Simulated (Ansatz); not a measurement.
# W2NOS MXene monolayer in a perpendicular field, part 3 of 3

Wanted: the out-of-plane response of the W2NOS MXene monolayer. A positive field points along +c.

Ansatz 0.2.0; plane-wave DFT, PBE-D3(BJ), Ansatz PAW (the session's first sound run).

So far. Step 7 (Single point, field -0.3 V/Å): The dipole is -0.140 e·Å, -0.0899 e·Å from its value without field. Step 8 (Response, atoms held): The induced dipole is that of a conductor 7.33 Å thick.

### Step 9. Field on, atoms free, field 0.1 V/Å

This step: plane-wave DFT, PBE-D3(BJ), Ansatz PAW (Ansatz 0.2.0).

Now the atoms may follow the field. A weak field makes forces of meV/Å to tens of meV/Å, so the force tolerance is set well below the usual one.

The input, input.yaml:

```yaml
crystal:
  lattice:
    - [2.9241799846, 0.0, 0.0]
    - [-1.4620899923, 2.5324141519, 0.0]
    - [0.0, 0.0, 23.7508299616]
  atoms:
    - { symbol: S, position: [0.3333333333, 0.6666666667, 0.3789341263] }
    - { symbol: W, position: [0.6666666667, 0.3333333333, 0.4493814292] }
    - { symbol: "N", position: [0.0, 0.0, 0.5143980368] }
    - { symbol: W, position: [0.3333333333, 0.6666666667, 0.5707282381] }
    - { symbol: O, position: [0.6666666667, 0.3333333333, 0.6210658737] }
kpoints:
  mp_grid: { grid: [12, 12, 1] }
hamiltonian:
  xc: pbe
  dispersion: d3bj
scf:
  occupations: { method: fermi_dirac, width: 0.02585 }
  convergence: { dr2_threshold: 1.0e-10 }
efield:
  axis: 3
  dipole_correction: true
  ramp_position: 0.97
  ramp_width: 0.06
  amplitude: 0.1
relax:
  f_tol: 0.001
  max_steps: 60
output:
  write_potential: true
  write_density: true
  volumetric_format: npy
```

The run is started by

```
> ansatz run input.yaml --threads 4 --pin off --max-ram 6144MiB --backend cpu --events-out ev --progress --plain --runs-dir out
```

Numbers of over 12 decimals in the logs are rounded to 6 here.

What it wrote:

```text
[...]
Crystal: 5 atoms, lattice volume = 175.880 Å³
Basis set: ecut = 420 eV, 3367 PW (Γ), exchange–correlation on 40×40×320 points (8 copies of the dense FFT grid, shifted against one another)
Bands: 28, of which v1, the nominal top of the filled ones, is band 23 counted from 1 (22 counted from 0)
Symmetry: 6 space group operations
[...]
k-points: 19 of 144 (time reversal used)
[...]
SCF iter   1: F=—  HF=-22627.975904 eV  |F-HF|=—  |Δ(HF+E_count)|=         —  Δρ=7.89e-2  dr2=1.31e1  ethr=3.10e-3  p=0.032 e·Å  D=3.26e-2 V/Å  ΔV_dip=-0.77 eV  dr2_dipole=3.13e-2  V_vac-E_F(+/−)=6.99/5.61 eV  ⟨swp⟩=10.7  Hψ=3252  notcnv=0
[...]
SCF iter  12: F=-22624.805391 eV  HF=-22624.805391 eV  |F-HF|=9.44e-9  |Δ(HF+E_count)|=   5.49e-8  Δρ=2.87e-7  dr2=7.75e-11  ethr=1.00e-12  p=-0.020 e·Å  D=-2.04e-2 V/Å  ΔV_dip=0.49 eV  dr2_dipole=8.75e-14  V_vac-E_F(+/−)=6.88/4.24 eV  ⟨swp⟩=8.3  Hψ=4092  notcnv=0
SCF 1 converged in 12 iterations: F = -22624.805391 eV  dr2 = 7.75e-11
[...]
relax step   1: F+E_penalty+E_count = -22624.80539070 eV  Δ(F+E_penalty+E_count) = +0.000e0 eV  max|allowed force component| = 3.960e-2 eV/Å  Δτ_max = 0.0000 Å  (12 SCF iters, accepted)
[...]
SCF iter   7: F=-22624.805426 eV  HF=-22624.805426 eV  |F-HF|=1.56e-10  |Δ(HF+E_count)|=  4.66e-10  Δρ=1.38e-7  dr2=2.09e-11  ethr=1.00e-12  p=-0.019 e·Å  D=-1.99e-2 V/Å  ΔV_dip=0.47 eV  dr2_dipole=8.61e-13  V_vac-E_F(+/−)=6.86/4.24 eV  ⟨swp⟩=10.0  Hψ=3687  notcnv=0
SCF 2 converged in 7 iterations: F = -22624.805426 eV  dr2 = 2.09e-11
relax step   2: F+E_penalty+E_count = -22624.80542633 eV  Δ(F+E_penalty+E_count) = -3.564e-5 eV  max|allowed force component| = 6.656e-3 eV/Å  Δτ_max = 0.0009 Å  (7 SCF iters, accepted)
SCF iter   1: F=—  HF=-22624.805434 eV  |F-HF|=—  |Δ(HF+E_count)|=         —  Δρ=1.68e-5  dr2=1.44e-6  ethr=2.34e-8  p=-0.019 e·Å  D=-1.99e-2 V/Å  ΔV_dip=0.47 eV  dr2_dipole=4.03e-7  V_vac-E_F(+/−)=6.86/4.24 eV  ⟨swp⟩=2.0  Hψ=1086  notcnv=0  defer=13
[...]
SCF iter   6: F=-22624.805428 eV  HF=-22624.805428 eV  |F-HF|=1.82e-11  |Δ(HF+E_count)|=  1.13e-10  Δρ=1.22e-7  dr2=2.37e-11  ethr=1.00e-12  p=-0.019 e·Å  D=-1.99e-2 V/Å  ΔV_dip=0.47 eV  dr2_dipole=1.81e-14  V_vac-E_F(+/−)=6.86/4.24 eV  ⟨swp⟩=8.3  Hψ=3738  notcnv=0
SCF 3 converged in 6 iterations: F = -22624.805428 eV  dr2 = 2.37e-11
relax step   3: F+E_penalty+E_count = -22624.80542756 eV  Δ(F+E_penalty+E_count) = -1.222e-6 eV  max|allowed force component| = 1.941e-3 eV/Å  Δτ_max = 0.0002 Å  (6 SCF iters, accepted)
SCF iter   1: F=—  HF=-22624.805433 eV  |F-HF|=—  |Δ(HF+E_count)|=         —  Δρ=1.11e-5  dr2=2.00e-7  ethr=1.90e-8  p=-0.019 e·Å  D=-1.99e-2 V/Å  ΔV_dip=0.47 eV  dr2_dipole=1.80e-8  V_vac-E_F(+/−)=6.86/4.24 eV  ⟨swp⟩=2.1  Hψ=1005  notcnv=0  defer=13
[...]
SCF iter   6: F=-22624.805428 eV  HF=-22624.805428 eV  |F-HF|=1.09e-11  |Δ(HF+E_count)|=  2.18e-11  Δρ=5.87e-8  dr2=8.13e-12  ethr=1.00e-12  p=-0.019 e·Å  D=-1.99e-2 V/Å  ΔV_dip=0.47 eV  dr2_dipole=9.24e-13  V_vac-E_F(+/−)=6.86/4.24 eV  ⟨swp⟩=9.2  Hψ=3407  notcnv=0
SCF 4 converged in 6 iterations: F = -22624.805428 eV  dr2 = 8.13e-12
relax step   4: F+E_penalty+E_count = -22624.80542771 eV  Δ(F+E_penalty+E_count) = -1.520e-7 eV  max|allowed force component| = 7.497e-4 eV/Å  Δτ_max = 0.0001 Å  (6 SCF iters, accepted)
[...]
the band table was solved once a step of the walk had ended and its energy, with any forces and stress, was formed, with the checks that follow a solve (3274 applications of the Hamiltonian). They found nothing against the state; the energy, forces and stress were not computed again (output.eigenvalues in the input reference)
[...]
SCF converged after 6 iterations
Free energy (F): -22624.805428 eV
[...]
Internal energy: -22624.802616 eV  (E = F + TS)
E sigma→0 (E₀):  -22624.804022 eV
Entropy (-TS):   -0.002812 eV (-0.562 meV/atom)
Fermi energy:    2.118497 eV
Dipole field:    D = -0.019884 V/Å  (p = -0.019326 e·Å, saw-weighted, corrected)
Work function:   not extracted (applied field tilts the vacuum); planar V_es + V_field profile in the machine report
[...]
--- Forces (eV/Å), atoms counted from 1 ---
  atom   1  S     -0.00000000    -0.00000000    -0.00046124
  atom   2  W      0.00000000     0.00000000     0.00032206
  atom   3  N      0.00000000     0.00000000    -0.00027360
  atom   4  W     -0.00000000    -0.00000000    -0.00033771
  atom   5  O     -0.00000000    -0.00000000     0.00074955
  max |Σ_I F_I| component: 9.48e-7 eV/Å
--- Band table (eV; the first three rows and the last of 19) ---
  k-point 0: bands = [... 19 lower, 0.4488, 0.4488, 1.5770, 1.5770, 2.3100, 2.3100, 2.4140, 4.9161, ... 1 higher]
  k-point 1: bands = [... 19 lower, 0.1978, 0.2449, 1.5777, 1.8530, 2.1512, 2.3809, 2.5448, 4.6683, ... 1 higher]
  k-point 2: bands = [... 19 lower, 0.0903, 0.1720, 1.3349, 1.8971, 2.0349, 2.9311, 2.9372, 4.6124, ... 1 higher]
  k-point 18: bands = [... 19 lower, -2.1006, 1.7446, 2.1595, 3.0189, 3.0221, 3.1761, 4.1371, 5.2223, ... 1 higher]
--- Relaxed structure (4 steps of the walk, 4 accepted, 0 SCFs on fresh bases) ---
  F+E_penalty+E_count = -22624.80542771 eV   max|allowed force component| = 7.497e-4 eV/Å
  atoms:
    - { symbol: S, position: [0.333333, 0.666667, 0.378921] }
    - { symbol: W, position: [0.666667, 0.333333, 0.449397] }
    - { symbol: N, position: [0, 0, 0.514396] }
    - { symbol: W, position: [0.333333, 0.666667, 0.570767] }
    - { symbol: O, position: [0.666667, 0.333333, 0.621026] }
```

It took 11 s on 4 threads of Intel Xeon Platinum 8259CL at 2.50GHz (Skylake/Cascade Lake), shared host; peak memory 0.6 GiB; 39 s of CPU time.

No atom moved by 0.005 Å in the relaxation.

Numbers from this step:

```yaml
energy_at_zero_smearing: -22624.8040 eV
dipole_along_the_normal: -0.01933 e·Å
```

The relaxation took 4 steps and lowered the energy by 3.7e-5 eV; the largest force on the free atoms ends at 7.5e-4 eV/Å.

The dipole is -0.0193 e·Å, 0.0307 e·Å from its value without field.

### Step 10. Field on, atoms free, field -0.1 V/Å

The opposite sign, again from the field-free geometry; the difference of the two cancels what relaxes without a field.

input.yaml: that of step 9 with these lines changed.

```diff
@@ -24,3 +24,3 @@
   ramp_width: 0.06
-  amplitude: 0.1
+  amplitude: -0.1
 relax:
```

What it wrote:

```text
[...]
Crystal: 5 atoms, lattice volume = 175.880 Å³
Basis set: ecut = 420 eV, 3367 PW (Γ), exchange–correlation on 40×40×320 points (8 copies of the dense FFT grid, shifted against one another)
Bands: 28, of which v1, the nominal top of the filled ones, is band 23 counted from 1 (22 counted from 0)
Symmetry: 6 space group operations
[...]
--- Relaxed structure (4 steps of the walk, 4 accepted, 0 SCFs on fresh bases) ---
  F+E_penalty+E_count = -22624.81538771 eV   max|allowed force component| = 9.140e-4 eV/Å
  atoms:
    - { symbol: S, position: [0.333333, 0.666667, 0.378911] }
    - { symbol: W, position: [0.666667, 0.333333, 0.449407] }
    - { symbol: N, position: [0, 0, 0.514364] }
    - { symbol: W, position: [0.333333, 0.666667, 0.570712] }
    - { symbol: O, position: [0.666667, 0.333333, 0.621113] }
[key lines of the parts left out:]
SCF converged after 6 iterations
Free energy (F): -22624.815388 eV
Fermi energy:    2.149018 eV
Dipole field:    D = -0.082571 V/Å  (p = -0.080257 e·Å, saw-weighted, corrected)
```

It took 11 s on 4 threads; peak memory 0.6 GiB; 39 s of CPU time.

No atom moved by 0.005 Å in the relaxation.

This step gave:

- energy at zero smearing: -22624.8140 eV
- dipole along the normal: -0.08026 e·Å

The relaxation took 4 steps and lowered the energy by 3.3e-5 eV; the largest force on the free atoms ends at 9.1e-4 eV/Å.

The dipole is -0.0803 e·Å, -0.0303 e·Å from its value without field.

### Step 11. Response, atoms relaxed

This step: plane-wave DFT, PBE-D3(BJ), Ansatz PAW; response to a field along the normal, atoms relaxed (Ansatz 0.2.0).

The same analysis on the two relaxed runs holds the ionic part too; their mesh is coarser, so small differences from the held value can come from that.

This step gave:

```yaml
equivalent_conductor_thickness_p_eps_0ae: 7.444 Å
distance_between_the_outer_atoms: 5.752 Å
```

Table of dipole of the cell by applied field:

| applied field (V/Å) | dipole of the cell (e·Å) |
| --- | --- |
| -0.1000 | -0.0803 |
| 0.1000 | -0.0193 |

Local field over the applied field, running mean. From the potentials at -0.1 and 0.1 V/Å; running mean over 2.5 Å. Table of local field over applied field by z:

z (Å), local field over applied field and a bar from the least value:
```
        5      0.996 ##############################
        6      0.967 #############################
        7      0.812 #########################
        8      0.462 ################
        9      0.140 ########
       10      0.047 #####
       11      0.051 ######
       12      0.031 #####
       13     -0.164 
       14      0.090 #######
       15      0.406 ###############
       16      0.752 ########################
       17      0.951 #############################
       18      0.996 ##############################
       19      1.000 ##############################
```

Electrons, planar mean, per unit field. The induced electron density by z:

| z (Å) | induced electron density (e/Å³ per V/Å) |
| --- | --- |
| 4.01 | 1.7e-6 |
| 4.45 | 4.4e-6 |
| 4.90 | 1.3e-5 |
| 5.34 | 3.6e-5 |
| 5.64 | 7.0e-5 |
| 6.09 | 1.8e-4 |
| 6.53 | 4.5e-4 |
| 6.98 | 0.00105 |
| 7.42 | 0.00217 |
| 7.87 | 0.00324 |
| 8.31 | 0.00210 |
| 8.76 | 8.2e-4 |
| 9.05 | 0.00133 |
| 9.50 | 0.00119 |
| 9.95 | 0.00117 |
| 10.39 | 0.00218 |
| 10.84 | 5.5e-5 |
| 11.28 | -0.00398 |
| 11.73 | -0.00414 |
| 12.02 | -0.00335 |
| 12.47 | 3.7e-4 |
| 12.91 | -0.00946 |
| 13.36 | -0.00551 |
| 13.81 | 0.00966 |
| 14.25 | 0.0226 |
| 14.70 | 0.00504 |
| 14.99 | -0.0152 |
| 15.44 | -0.0104 |
| 15.88 | -0.00315 |
| 16.33 | -9.7e-4 |
| 16.77 | -3.1e-4 |
| 17.22 | -9.7e-5 |
| 17.66 | -3.1e-5 |
| 18.11 | -9.2e-6 |
| 18.41 | -4.0e-6 |
| 18.85 | -1.4e-6 |
| 19.30 | -3.8e-7 |
| 19.74 | -1.4e-7 |

The induced dipole is that of a conductor 7.44 Å thick.

### Step 12. The same run with other settings: hamiltonian.hubbard

This step: plane-wave DFT, PBE-D3(BJ), Ansatz PAW, but for the change named below (Ansatz 0.2.0).

A run with a changed input: it repeats the earlier run at 0.1 V/Å with hamiltonian.hubbard to sites: [species: W, l: d, u_eff: 5.0], double_counting: fll.

input.yaml: that of step 10 with these lines changed.

```diff
@@ -12,3 +12,6 @@
 kpoints:
-  mp_grid: { grid: [12, 12, 1] }
+  mp_grid: { grid: [18, 18, 1] }
+  band_path:
+    path: [[0, 0, 0], [0.5, 0, 0], [0.33333333, 0.33333333, 0], [0, 0, 0]]
+    npoints: 16
 hamiltonian:
@@ -16,2 +19,3 @@
   dispersion: d3bj
+  hubbard: { sites: [{ species: W, l: d, u_eff: 5.0 }], double_counting: fll }
 scf:
@@ -24,6 +28,3 @@
   ramp_width: 0.06
-  amplitude: -0.1
-relax:
-  f_tol: 0.001
-  max_steps: 60
+  amplitude: 0.1
 output:
```

What it wrote:

```text
S: projections on atomic orbitals take those of the free atom [Ne] 3s2 3p4, of charge +0.00 (hamiltonian.pseudopotentials.projection_atoms); the dataset's partial waves leave at most 1.6e-7 of an orbital's norm unspanned inside its sphere
W: projections on atomic orbitals take those of the free atom [Kr 4d10 4f14] 5s2 5p6 5d4 6s2, of charge +0.00 (hamiltonian.pseudopotentials.projection_atoms); the dataset's partial waves leave at most 6.5e-5 of an orbital's norm unspanned inside its sphere
N: projections on atomic orbitals take those of the free atom [He] 2s2 2p3, of charge +0.00 (hamiltonian.pseudopotentials.projection_atoms); the dataset's partial waves leave at most 9.3e-9 of an orbital's norm unspanned inside its sphere
O: projections on atomic orbitals take those of the free atom [He] 2s2 2p4, of charge +0.00 (hamiltonian.pseudopotentials.projection_atoms); the dataset's partial waves leave at most 1.9e-8 of an orbital's norm unspanned inside its sphere
[...]
Crystal: 5 atoms, lattice volume = 175.880 Å³
Basis set: ecut = 420 eV, 3367 PW (Γ)
Bands: 28, of which v1, the nominal top of the filled ones, is band 23 counted from 1 (22 counted from 0)
Symmetry: 6 space group operations
[...]
k-points: 37 of 324 (time reversal used)
[...]
SCF iter   1: F=—  HF=-22615.854290 eV  |F-HF|=—  |Δ(HF+E_count)|=         —  Δρ=8.40e-2  dr2=1.51e1  ethr=3.10e-3  p=0.032 e·Å  D=3.26e-2 V/Å  ΔV_dip=-0.77 eV  dr2_dipole=1.61e-4  V_vac-E_F(+/−)=6.64/5.27 eV  ⟨swp⟩=10.6  Hψ=6369  notcnv=0
[...]
SCF iter  15: F=-22612.715578 eV  HF=-22612.715578 eV  |F-HF|=1.24e-10  |Δ(HF+E_count)|=  3.09e-10  Δρ=2.19e-7  dr2=9.27e-11  ethr=1.00e-12  p=-0.017 e·Å  D=-1.70e-2 V/Å  ΔV_dip=0.40 eV  dr2_dipole=3.14e-12  V_vac-E_F(+/−)=6.93/4.38 eV  ⟨swp⟩=7.4  Hψ=4334  notcnv=0
SCF 1 converged in 15 iterations: F = -22612.715578 eV  dr2 = 9.27e-11
[...]
SCF converged after 15 iterations
Free energy (F): -22612.715578 eV
[...]
Internal energy: -22612.709332 eV  (E = F + TS)
E sigma→0 (E₀):  -22612.712455 eV
Entropy (-TS):   -0.006246 eV (-1.249 meV/atom)
Fermi energy:    2.036870 eV
Dipole field:    D = -0.016982 V/Å  (p = -0.016506 e·Å, saw-weighted, corrected)
Work function:   not extracted (applied field tilts the vacuum); planar V_es + V_field profile in the machine report
[...]
--- Band table (eV; the first three rows and the last of 37) ---
  k-point 0: bands = [... 19 lower, 0.3288, 0.3288, 1.3146, 1.3146, 2.1886, 2.1886, 2.6391, 5.1999, ... 1 higher]
  k-point 1: bands = [... 19 lower, 0.1402, 0.2204, 1.3442, 1.4719, 2.1144, 2.1947, 2.6851, 5.0674, ... 1 higher]
  k-point 2: bands = [... 19 lower, 0.0603, 0.0961, 1.2352, 1.6711, 1.9738, 2.3361, 2.8357, 4.8766, ... 1 higher]
  k-point 36: bands = [... 19 lower, -2.0292, 1.5386, 1.9367, 2.7197, 2.8087, 3.6018, 3.8609, 5.4664, ... 1 higher]
Occupation matrices written to <dir>
```

Wall time 13 s (4 threads); peak memory 0.74 GiB.

Numbers from this step:

```
energy at zero smearing : -22612.7125 eV
dipole along the normal : -0.01651 e·Å
```

Electronic bands along the path, in eV, zero at the Fermi level:

| point | band 19 | band 20 | band 21 | band 22 | band 23 | band 24 | band 25 | band 26 |
| --- | --- | --- | --- | --- | --- | --- | --- | --- |
| Γ | -2.32 | -1.71 | -1.71 | -0.72 | -0.72 | 0.15 | 0.15 | 0.60 |
| halfway | -3.63 | -2.41 | -1.96 | -1.02 | -0.16 | 0.17 | 1.30 | 1.39 |
| M | -3.83 | -3.05 | -2.12 | -1.59 | 2.19 | 2.25 | 2.97 | 3.15 |
| halfway | -4.43 | -3.54 | -1.69 | -0.71 | 1.13 | 1.60 | 2.25 | 2.55 |
| K | -4.84 | -4.07 | -0.50 | -0.10 | 0.68 | 0.77 | 1.56 | 1.82 |
| halfway | -4.02 | -2.89 | -1.49 | -1.01 | -0.30 | 0.20 | 1.62 | 2.06 |
| Γ | -2.32 | -1.71 | -1.71 | -0.72 | -0.72 | 0.15 | 0.15 | 0.60 |

| quantity | this run | earlier run | difference |
| --- | --- | --- | --- |
| dipole along the normal (e·Å) | -0.01651 | -0.01997 | 0.0035 |

It moves by +0.00346 e·Å.

Of the bands kept, 2 cross the Fermi level on this path.

### Step 13. The same run with other settings

This step: plane-wave DFT, PBE-D3(BJ), Ansatz PAW (Ansatz 0.2.0).

Another changed input: it repeats the earlier run at 0.1 V/Å with efield.dipole_correction from true to false.

input.yaml: that of step 12 with these lines changed.

```diff
@@ -19,3 +19,2 @@
   dispersion: d3bj
-  hubbard: { sites: [{ species: W, l: d, u_eff: 5.0 }], double_counting: fll }
 scf:
@@ -25,3 +24,3 @@
   axis: 3
-  dipole_correction: true
+  dipole_correction: false
   ramp_position: 0.97
```

What it wrote:

```text
[...]
Crystal: 5 atoms, lattice volume = 175.880 Å³
Basis set: ecut = 420 eV, 3367 PW (Γ)
Bands: 28, of which v1, the nominal top of the filled ones, is band 23 counted from 1 (22 counted from 0)
Symmetry: 6 space group operations
[...]
k-points: 37 of 324 (time reversal used)
[...]
SCF iter   1: F=—  HF=-22624.816743 eV  |F-HF|=—  |Δ(HF+E_count)|=         —  Δρ=6.43e-3  dr2=7.34e-1  ethr=1.77e-3  p=-0.047 e·Å  V_vac-E_F(+/−)=6.84/4.58 eV  ⟨swp⟩=11.1  Hψ=6541  notcnv=0
[...]
SCF iter  10: F=-22624.790926 eV  HF=-22624.790926 eV  |F-HF|=5.82e-11  |Δ(HF+E_count)|=  5.35e-10  Δρ=1.05e-7  dr2=1.67e-11  ethr=1.00e-12  p=-0.029 e·Å  V_vac-E_F(+/−)=6.58/4.36 eV  ⟨swp⟩=7.8  Hψ=3095  notcnv=0
SCF 1 converged in 10 iterations: F = -22624.790926 eV  dr2 = 1.67e-11
[...]
SCF converged after 10 iterations
Free energy (F): -22624.790926 eV
[...]
Internal energy: -22624.783276 eV  (E = F + TS)
E sigma→0 (E₀):  -22624.787101 eV
Entropy (-TS):   -0.007649 eV (-1.530 meV/atom)
Fermi energy:    2.204392 eV
Dipole field:    D = -0.029728 V/Å  (p = -0.028895 e·Å, saw-weighted)
Work function:   not extracted (applied field tilts the vacuum); planar V_es + V_field profile in the machine report
[...]
--- Band table (eV; the first three rows and the last of 37) ---
  k-point 0: bands = [... 19 lower, 0.4541, 0.4541, 1.5852, 1.5852, 2.3215, 2.3215, 2.4196, 4.9247, ... 1 higher]
  k-point 1: bands = [... 19 lower, 0.2726, 0.3404, 1.6171, 1.7434, 2.2359, 2.3353, 2.4749, 4.7914, ... 1 higher]
  k-point 2: bands = [... 19 lower, 0.1798, 0.2112, 1.4955, 1.9331, 2.0837, 2.5270, 2.6635, 4.5908, ... 1 higher]
  k-point 36: bands = [... 19 lower, -2.0887, 1.7539, 2.1714, 3.0247, 3.0290, 3.1893, 4.1491, 5.2323, ... 1 higher]
```

Wall time 9.7 s (4 threads); peak memory 0.68 GiB; 37 s of CPU time.

| quantity | this run | earlier run | difference |
| --- | --- | --- | --- |
| dipole along the normal (e·Å) | -0.02889 | -0.01997 | -0.0089 |

With the dipole correction off, the periodic images add a field of their own to the typed one.

It moves by -0.00892 e·Å.

These numbers are not those of the isolated slab.

### Step 14. Summary of results

- gap without field: none
- work function, upper face: 6.07 eV
- step between the vacuum levels: 1.22 eV
- equivalent conductor thickness, atoms held: 7.33 Å
- equivalent conductor thickness, atoms relaxed: 7.44 Å

What this shows: The induced dipole equals that of a perfect conductor 7.33 Å thick, while the outer atoms lie 5.75 Å apart. The two faces differ: the vacuum level above lies 1.22 eV higher than the one below. Letting the atoms follow the field adds 0.11 Å to the equivalent conductor thickness: the ionic part of the response. There is no gap over 0.03 eV, with or without the field. The first relaxation ran with spin and lost its moment, and the later runs have none; other magnetic states were not tried. Spin-orbit coupling is left out, which matters for the bands of elements this heavy. The MXene's terminations sit over the metal atoms of its far layer; the site over carbon or nitrogen, which some compounds prefer, was not run.

[Logs are printed without paths, hosts, clocks, repeated set-up lines and the standing remarks that a program may print on its own settings, such as how far it seeks lower states.]

[Hosts, paths, dates, database ids (printed as entryN), source tags and the programs' standing remarks are cut or masked in the printed files.]

[Maps of the electrostatic potential energy from Ansatz leave out the sawtooth potential of an applied field or a dipole correction, so their vacuum need not be flat; planar profiles and work functions include it.]
